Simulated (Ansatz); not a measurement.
# Zn (P6_3/mmc) in Ansatz: notebook

Runs on Zn. Level: PBEsol. Tasks: relaxation of cell and atoms.

Everything below comes from runs of Ansatz 0.2.0. Logs are shortened: lines on timing, memory, paths and dates and some standing lists are left out, and cuts for length are marked.

### Step 1. The structure

The structure is hexagonal, space group P6_3/mmc (No. 194). The conventional cell has a = 2.670 Å, b = 2.670 Å, c = 4.966 Å, α = 90.00°, β = 90.00°, γ = 120.00°. Around Zn (site symmetry -6m2) lie 12 Zn at 2.67 to 2.92 Å.

### Step 2. Relaxation of cell and atoms, PBEsol

Input file input.yaml:

```yaml
crystal:
  lattice:
    - [2.67, 0.0, 0.0]
    - [-1.335, 2.3122878281, 0.0]
    - [0.0, 0.0, 4.966]
  atoms:
    - { symbol: Zn, position: [0.6666666667, 0.3333333333, 0.75] }
    - { symbol: Zn, position: [0.3333333333, 0.6666666667, 0.25] }
hamiltonian:
  xc: pbesol
  pseudopotentials: { kind: paw }
kpoints:
  mp_grid: { grid: [11, 11, 6] }
scf:
  occupations: { method: fermi_dirac, width: 0.05 }
output:
  forces: true
  stress: true
  eigenvalues: true
  write_density: true
  write_potential: true
  elf: true
  volumetric_format: npy
relax:
  f_tol: 0.01
  max_steps: 40
  cell: { stress_tol: 0.05 }
```

Potentials or basis: Ansatz PAW.

The run is started by

```
$ ansatz run input.yaml --threads 2 --pin off --max-ram 5632MiB --backend cpu --events-out ev --progress --plain --runs-dir out
```

Output:

```text
Warning: RAYON_NUM_THREADS=2 ignored (pool sized by the plan → 2); use --threads N
Engine: ansatz 0.2.0, aarch64-unknown-linux-gnu
Pseudopotentials: kind: paw
Pseudopotential: Zn, paw, valence charge 12, recommended cutoff 420 eV (normal), Zn.paw.azcp
Functional definition: PBEsol
  exchange = pbesol_x
  correlation = pbesol_c
Crystal: 2 atoms, lattice volume = 30.659 Å³
Basis set: ecut = 420 eV, 623 PW (Γ), exchange–correlation on 36×36×72 points (8 copies of the dense FFT grid, shifted against one another)
Bands: 16, of which v1, the nominal top of the filled ones, is band 12 counted from 1 (11 counted from 0)
Symmetry: 24 space group operations
Space group: P63/mmc (ITA 194), of the structure as read, at distance tolerance 3.1e-5 Å
k-points: 64 of 726
Non-local potential: Zn, projectors of the file, l = 0: 2, l = 1: 2, l = 2: 3, l = 3: 1
PAW form: soft (Blöchl's): semilocal exchange-correlation on the pseudo side does not see the compensation charge
PAW frozen core: Zn, regenerated for the run's functional, and the local potential with it (the file was generated under x = pbe(κ = 0.804, μ = 0.2195149727645171), c = pbe(β = 0.06672455060314922))
PAW one-centre angular grid: Zn, 590 points (default); XC on 64 Gauss nodes
Initial density: superposition of atomic densities (neutral atoms: chi_scale 0, normalization atom), corrected by the library's trained network
Initial wavefunctions: pseudopotential atomic-orbital guess
Functional: x = pbesol(κ = 0.804, μ = 0.12345679012345678), c = pbesol(β = 0.046)
SCF iter   1: F=—  HF=-6561.755543 eV  |F-HF|=—  |Δ(HF+E_count)|=         —  Δρ=4.64e-3  dr2=3.51e-3  ethr=1.77e-3  ⟨swp⟩=5.1  Hψ=5117  notcnv=0
preconditioner: auto → none  [metal: Δε(μ)=0.048 eV  Ē_g=12.952 eV  σ=0.050 eV  W_gap=0.22  n_scr=4 (ndim 8)  ℏωp=32.9 eV  f_vac=0.000  D(μ)=0.60/eV (n_scr^D=2)  sad-step TF]
SCF iter   2: F=—  HF=-6561.754660 eV  |F-HF|=—  |Δ(HF+E_count)|=   8.83e-4  Δρ=5.35e-4  dr2=4.75e-5  ethr=1.46e-5  ⟨swp⟩=2.0  Hψ=2541  notcnv=0  defer=1
SCF iter   3: F=—  HF=-6561.754460 eV  |F-HF|=—  |Δ(HF+E_count)|=   2.00e-4  Δρ=5.19e-4  dr2=5.14e-5  ethr=1.98e-7  ⟨swp⟩=2.2  Hψ=1842  notcnv=0  defer=1
SCF iter   4: F=—  HF=-6561.754443 eV  |F-HF|=—  |Δ(HF+E_count)|=   1.67e-5  Δρ=6.72e-5  dr2=4.50e-7  ethr=1.98e-7  ⟨swp⟩=2.9  Hψ=1896  notcnv=0  defer=1
iter 5 did not close the SCF: its close was put off for the readings that it lacked (scf_convergence_deferred on its scf_iter line)
SCF iter   5: F=-6561.754444 eV  HF=-6561.754444 eV  |F-HF|=2.63e-8  |Δ(HF+E_count)|=   7.89e-7  Δρ=1.66e-5  dr2=3.99e-8  ethr=1.88e-9  ⟨swp⟩=2.2  Hψ=1844  notcnv=0  defer=1
SCF iter   6: F=-6561.754444 eV  HF=-6561.754444 eV  |F-HF|=9.59e-9  |Δ(HF+E_count)|=   6.65e-9  Δρ=8.03e-6  dr2=1.03e-8  ethr=1.66e-10  ⟨swp⟩=5.2  Hψ=6310  notcnv=0
SCF 1 converged in 6 iterations: F = -6561.754444 eV  dr2 = 1.03e-8
relax step   1: F+E_penalty+E_count = -6561.75444371 eV  Δ(F+E_penalty+E_count) = +0.000e0 eV  max|allowed force component| = 1.110e-16 eV/Å  Δτ_max = 0.0000 Å  P = -5.636 GPa  Ω = 30.659 Å³  (6 SCF iters, dr2 threshold 1.00e-7 eV, accepted)
Crystal: 2 atoms, lattice volume = 28.675 Å³
Basis set: ecut = 420 eV, 561 PW (Γ), exchange–correlation on 36×36×72 points (8 copies of the dense FFT grid, shifted against one another)
[... 78 lines left out ...]
SCF iter   3: F=—  HF=-6561.810352 eV  |F-HF|=—  |Δ(HF+E_count)|=  3.27e-11  Δρ=1.14e-6  dr2=1.43e-10  ethr=1.00e-12  ⟨swp⟩=2.0  Hψ=1792  notcnv=0
SCF iter   4: F=-6561.810352 eV  HF=-6561.810352 eV  |F-HF|=9.09e-12  |Δ(HF+E_count)|=  9.09e-12  Δρ=2.14e-7  dr2=6.59e-12  ethr=1.00e-12  ⟨swp⟩=4.4  Hψ=5320  notcnv=0
SCF 9 converged in 4 iterations: F = -6561.810352 eV  dr2 = 6.59e-12
relax step   9: F+E_penalty+E_count = -6561.81035156 eV  Δ(F+E_penalty+E_count) = +1.181e-5 eV  max|allowed force component| = 1.480e-16 eV/Å  Δτ_max = 0.0000 Å  P = -0.003 GPa  Ω = 28.055 Å³  stress off target by 2.94e-2 GPa  SCF on the basis re-selected at this cell (its energy is not comparable with the rows above)  (4 SCF iters)
basis re-selected at this cell: Δ(F+E_penalty+E_count) = +1.181e-5 eV, ΔP = -0.001 GPa vs the last step (what re-selecting the basis moved, of the pressure what is left beyond the Pulay correction that the steps carried, after the strain that the cell walked since its last selection, with what the two solves' SCF thresholds leave and, on support functions, any second-order correction that the steps lacked; it is no measure of the basis error at this ecutwfc). This SCF's stress stands 2.94e-2 GPa from its target on what of the cell is left free (relax.cell.stress_tol is 5.00e-2 GPa) and its largest allowed force component is 1.48e-16 eV/Å (relax.f_tol is 1.00e-2 eV/Å): within both
SCF converged after 4 iterations
Free energy (F): -6561.810352 eV
Harris-Foulkes:  -6561.810352 eV  (|F-HF|=9.09e-12)
Internal energy: -6561.806818 eV  (E = F + TS)
E sigma→0 (E₀):  -6561.808585 eV
Entropy (-TS):   -0.003533 eV (-1.767 meV/atom)
Fermi energy:    12.153236 eV
--- Per-component energies (eV) ---
  E_band       = 119.306360
  E_kinetic    = 263.735960
  E_local      = -2961.687571  (includes V_loc(G=0)·N_el)
  E_nonlocal   = 1222.661180
  E_hartree    = 1241.285834
  E_xc         = -273.665703
  E_vxc        = -107.954968  (∫ρ·V_xc dr)
  E_paw        = -3574.526122  (= ΣΔE_a)
  E_vpaw       = -780.018976  (= ΣTr[D̂ρ^β])
  E_aug_tail   = -0.000760  (compensation charges beyond the density's cutoff)
  E_ewald      = -2481.204346
  E_core_change = 1.594710  (= ΣΔE_core)
  E_smearing   = -0.003533  (= −TS)
  E_closure    = -0.000000  (closes the sum)
  Σ components = -6561.810352   (vs F -6561.810352, Δ=0.00e0)
--- Forces (eV/Å), atoms counted from 1 ---
  atom   1  Zn     0.00000000     0.00000000    -0.00000000
  atom   2  Zn    -0.00000000    -0.00000000     0.00000000
  max |Σ_I F_I| component: 0.00e0 eV/Å
--- Stress (GPa, compression-positive) ---
        0.010064      -0.000000      -0.000000
        0.000000       0.010064       0.000000
       -0.000000       0.000000      -0.029371
  P = ⅓ Tr σ = -0.0031 GPa (-0.031 kbar)
--- Band table (eV; the first three rows and the last of 64) ---
  k-point 0: bands = ["1.0635", "3.2884", "4.1245", "4.3136", "4.3136", "4.3899", "4.3899", "4.6701", "4.6701", "4.9834", "4.9834", "8.3470", "9.8483", "28.3509", "29.3597", "29.3597"]
  k-point 1: bands = ["1.2594", "3.2709", "4.1177", "4.3059", "4.3059", "4.3760", "4.3760", "4.7040", "4.7040", "4.9713", "4.9713", "6.7717", "11.8384", "25.5093", "29.5562", "29.5562"]
  k-point 2: bands = ["1.8219", "3.1383", "4.1273", "4.2994", "4.2994", "4.3436", "4.3436", "4.7821", "4.7821", "4.9327", "4.9327", "5.1475", "14.7786", "21.7037", "30.1157", "30.1157"]
  k-point 63: bands = ["3.8860", "3.8860", "4.0883", "4.0883", "4.3391", "4.3391", "4.6161", "4.6161", "5.0008", "5.0008", "12.1429", "12.1429", "13.4086", "13.4086", "15.5747", "15.5747"]
--- Relaxed structure (7 steps of the walk, 7 accepted, 2 SCFs on fresh bases) ---
  F+E_penalty+E_count = -6561.81035156 eV   max|allowed force component| = 1.480e-16 eV/Å   (the final SCF, on the basis selected at the relaxed cell)
  cell:  # Å, volume = 28.0548 Å³
    - [2.641172889258122, -2.0373784902968296e-32, 4.107445400237214e-33]
    - [-1.320586444629061, 2.2873228178842773, -1.2108605859955267e-32]
    - [8.86186729393755e-33, -2.240931959386507e-32, 4.643907386039367]
  atoms:
    - { symbol: Zn, position: [0.6666666666666666, 0.33333333333333337, 0.7500000000000001] }
    - { symbol: Zn, position: [0.33333333333333337, 0.6666666666666667, 0.25] }
```

Wall time 9.6 s (2 threads of Arm Neoverse V2, shared host); peak memory 0.32 GiB.

Results:

| Quantity | Value |
| --- | --- |
| Free energy | -6561.8104 eV |
| Relaxed volume | 14.03 Å³/atom |
| Relaxed cell | a = 2.641 Å, b = 2.641 Å, c = 4.644 Å, α = 90.00°, β = 90.00°, γ = 120.00° |
| Space group after relaxing (to 0.05 Å) | P6_3/mmc (No. 194) |
| Energy gained by relaxing | 28.0 meV/atom |
| Ionic steps | 9 |
| Pressure after relaxing | 0.0 GPa |
| Band gap on the k mesh | none (metal or under the smearing width) |

Step by step:
```
step  energy change (eV)  largest force (eV/Å)  volume (Å³)
   1              0.0000                0.0000        30.66
   2             -0.0493                0.0000        28.68
   3             -0.0548                0.0000        27.54
   4             -0.0572                0.0000        27.97
   5             -0.0572                0.0000        28.08
   6             -0.0572                0.0000        28.07
   7             -0.0559                0.0000        28.07
   8             -0.0559                0.0000        28.05
   9             -0.0559                0.0000        28.05
```

Final structure:
```
Zn
1.0
     2.64117    0.00000    0.00000
    -1.32059    2.28732    0.00000
     0.00000    0.00000    4.64391
Zn
2
Direct
  0.66667 0.33333 0.75000
  0.33333 0.66667 0.25000
```

Levels at points of the mesh, in eV from the Fermi level:
| k point | band 10 | band 11 | band 12 | band 13 | band 14 | band 15 |
| --- | --- | --- | --- | --- | --- | --- |
| (0.00, 0.00, 0.00) | -7.17 | -7.17 | -3.81 | -2.30 | 16.20 | 17.21 |
| (0.00, 0.00, -0.50) | -7.29 | -7.29 | -7.29 | 5.94 | 5.94 | 18.72 |

Caveat: the plane-wave basis is chosen anew once the cell has moved, so the energies of steps on either side of that aren't comparable; the PAW data sets come from PBE, with cores solved anew for the run's functional, which leaves a small shift of forces and pressure.

### Step 3. Relaxation of cell and atoms, PBEsol, target pressure 2 GPa, at which the enthalpy is minimised

input.yaml: that of step 2 with these lines changed.

```diff
@@ -26,2 +26,2 @@
   max_steps: 40
-  cell: { stress_tol: 0.05 }
+  cell: { stress_tol: 0.05, p_target: 2.0 }
```

Potentials or basis: Ansatz PAW.

The run is started by

```
$ ansatz run input.yaml --threads 2 --pin off --max-ram 5632MiB --backend cpu --events-out ev --progress --plain --runs-dir out
```

It took 14 s on 2 threads of Arm Neoverse V2, shared host; peak memory 0.32 GiB.

It converged, with:

```yaml
Free_energy: -6561.8209 eV
Relaxed_volume: 13.67 Å³/atom
Relaxed_cell: a = 2.675 Å, b = 2.675 Å, c = 4.414 Å, α = 90.00°, β = 90.00°, γ = 120.00°
Space_group_after_relaxing_to_0.05_Å: P6_3/mmc (No. 194)
Energy_change_on_relaxing_the_enthalpy_is_what_falls: -33.2 meV/atom
Ionic_steps: 11
Pressure_after_relaxing: 2.0 GPa
Band_gap_on_the_k_mesh: none (metal or under the smearing width)
```

Step by step:
| step | energy change (eV) | largest force (eV/Å) | volume (Å³) |
| --- | --- | --- | --- |
| 1 | 0.0000 | 0.0000 | 30.66 |
| 2 | -0.0532 | 0.0000 | 27.99 |
| 3 | -0.0481 | 0.0000 | 27.07 |
| 4 | -0.0535 | 0.0000 | 27.16 |
| 5 | -0.0577 | 0.0000 | 26.88 |
| 6 | -0.0659 | 0.0000 | 27.22 |
| 7 | -0.0676 | 0.0000 | 27.33 |
| 8 | -0.0679 | 0.0000 | 27.36 |
| 9 | -0.0666 | 0.0000 | 27.36 |
| 10 | -0.0665 | 0.0000 | 27.35 |
| 11 | -0.0664 | 0.0000 | 27.35 |

Final structure:
```xyz
2
Lattice="2.6749 0.0000 0.0000 -1.3374 2.3165 0.0000 0.0000 0.0000 4.4137" Properties=species:S:1:pos:R:3 pbc="T T T"
Zn    1.3374    0.7722    3.3102
Zn    0.0000    1.5443    1.1034
```

Levels at points of the mesh, in eV from the Fermi level:
```csv
k point,band 9,band 10,band 11,band 12,band 13,band 14,band 15,band 16
"(0.00, 0.00, 0.00)",-7.78,-7.35,-7.35,-3.68,-1.57,16.05,16.05,17.75
"(0.00, 0.00, -0.50)",-7.49,-7.49,-7.49,-7.49,7.34,7.34,17.76,17.76
```

Caveat: the plane-wave basis is chosen anew once the cell has moved, so the energies of steps on either side of that aren't comparable; the PAW data sets come from PBE, with cores solved anew for the run's functional, which leaves a small shift of forces and pressure.

### Step 4. Relaxation of cell and atoms, PBEsol, target pressure 5 GPa, at which the enthalpy is minimised

input.yaml: that of step 3 with these lines changed.

```diff
@@ -19,6 +19,2 @@
   eigenvalues: true
-  write_density: true
-  write_potential: true
-  elf: true
-  volumetric_format: npy
 relax:
@@ -26,2 +22,2 @@
   max_steps: 40
-  cell: { stress_tol: 0.05, p_target: 2.0 }
+  cell: { stress_tol: 0.05, p_target: 5.0 }
```

The run is started by

```
$ ansatz run input.yaml --threads 2 --pin off --max-ram 5632MiB --backend cpu --events-out ev --progress --plain --runs-dir out
```

It took 12 s on 2 threads of Arm Neoverse V2, shared host; peak memory 0.32 GiB.

Results (log left out):

* Free energy: -6561.8052 eV
* Relaxed volume: 13.31 Å³/atom
* Relaxed cell: a = 2.650 Å, b = 2.650 Å, c = 4.377 Å, α = 90.00°, β = 90.00°, γ = 120.00°
* Space group after relaxing (to 0.05 Å): P6_3/mmc (No. 194)
* Energy change on relaxing (the enthalpy is what falls): -25.4 meV/atom
* Ionic steps: 11
* Pressure after relaxing: 5.0 GPa
* Band gap on the k mesh: none (metal or under the smearing width)

Step by step:
| step | energy change (eV) | largest force (eV/Å) | volume (Å³) |
| --- | --- | --- | --- |
| 1 | 0.0000 | 0.0000 | 30.66 |
| 2 | -0.0497 | 0.0000 | 27.75 |
| 3 | -0.0170 | 0.0000 | 26.03 |
| 4 | -0.0300 | 0.0000 | 26.16 |
| 5 | -0.0502 | 0.0000 | 26.61 |
| 6 | -0.0550 | 0.0000 | 26.71 |
| 7 | -0.0526 | 0.0000 | 26.63 |
| 8 | -0.0526 | 0.0000 | 26.63 |
| 9 | -0.0510 | 0.0000 | 26.63 |
| 10 | -0.0508 | 0.0000 | 26.62 |
| 11 | -0.0508 | 0.0000 | 26.62 |

Final structure:
```
Zn
1.0
     2.65014    0.00000    0.00000
    -1.32507    2.29509    0.00000
     0.00000    0.00000    4.37707
Zn
2
Direct
  0.66667 0.33333 0.75000
  0.33333 0.66667 0.25000
```

Levels at points of the mesh, in eV from the Fermi level:
| k point | band 10 | band 11 | band 12 | band 13 | band 14 | band 15 |
| --- | --- | --- | --- | --- | --- | --- |
| (0.00, 0.00, 0.00) | -7.45 | -7.45 | -3.87 | -1.59 | 16.34 | 16.34 |
| (0.00, 0.00, -0.50) | -7.60 | -7.60 | -7.60 | 7.40 | 7.40 | 18.09 |

Caveat: the plane-wave basis is chosen anew once the cell has moved, so the energies of steps on either side of that aren't comparable; the PAW data sets come from PBE, with cores solved anew for the run's functional, which leaves a small shift of forces and pressure.

### Step 5. Summary

| cell | target pressure (GPa) | gap on the mesh (eV) | pressure (GPa) |
| --- | --- | --- | --- |
| relaxed | 0 | none | 0.0 |
| relaxed to 2 GPa | 2 | none | 2.0 |
| relaxed to 5 GPa | 5 | none | 5.0 |

Alike in all rows: task relaxation of cell and atoms; level PBEsol; potentials or basis Ansatz PAW; no spin polarisation; k mesh 11 × 11 × 6; cutoff (eV) 420; smearing fermi-dirac 0.05 eV.

Caveats: the plane-wave basis is chosen anew once the cell has moved, so the energies of steps on either side of that aren't comparable; the PAW data sets come from PBE, with cores solved anew for the run's functional, which leaves a small shift of forces and pressure.

Total energies depend on the potentials used, so only differences within one code and one set of settings carry meaning.
